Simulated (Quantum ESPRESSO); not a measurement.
Runs of Quantum ESPRESSO 7.5 on MoS2. The cell holds a slab with vacuum, 3 atoms: a = 3.184 Å, b = 3.184 Å, c = 17.335 Å, α = 90.00°, β = 90.00°, γ = 120.00°. 

```tsv
task	level	potentials or basis	cell	k mesh	cutoff (eV)	symmetry	SCF threshold	ASE optimiser	dispersion computed by	rVV10 parameter b	gap on the mesh (eV)	relaxed volume (Å³/atom)	largest force (eV/Å)
band structure	r2SCAN	SG15 PBE 1.2	as given	10 × 10 × 2	952	off	1e-08 Ry	-	-	-	1.82	-	(a)
relaxation of cell and atoms	PBEsol+D4	GBRV 1.5 PBEsol	relaxed	8 × 8 × 2	612	-	6e-10 Ry	BFGS	dftd4 4.3.1 through ASE	-	2.17	48.85	0.01
relaxation of cell and atoms	PBEsol	GBRV 1.5 PBEsol	relaxed	8 × 8 × 2	612	-	6e-10 Ry	FIRE	-	-	2.10	(b)	-
relaxation of cell and atoms	PBEsol+rVV10	GBRV 1.5 PBEsol	relaxed	8 × 8 × 2	612	-	6e-10 Ry	LBFGS	-	6.3	2.15	(c)	0.01
```

Alike in all rows: no spin polarisation; smearing fermi-dirac 0.05 eV.

Estimate the missing entries.

(a) 0.03; (b) 49.27; (c) 48.52.

Caveats: the potentials were made for another functional, which shifts forces and pressure (some runs); rVV10's parameter b was fitted to another functional (some runs).

A k mesh can miss the band edges, and the runs leave out spin-orbit coupling on Mo.
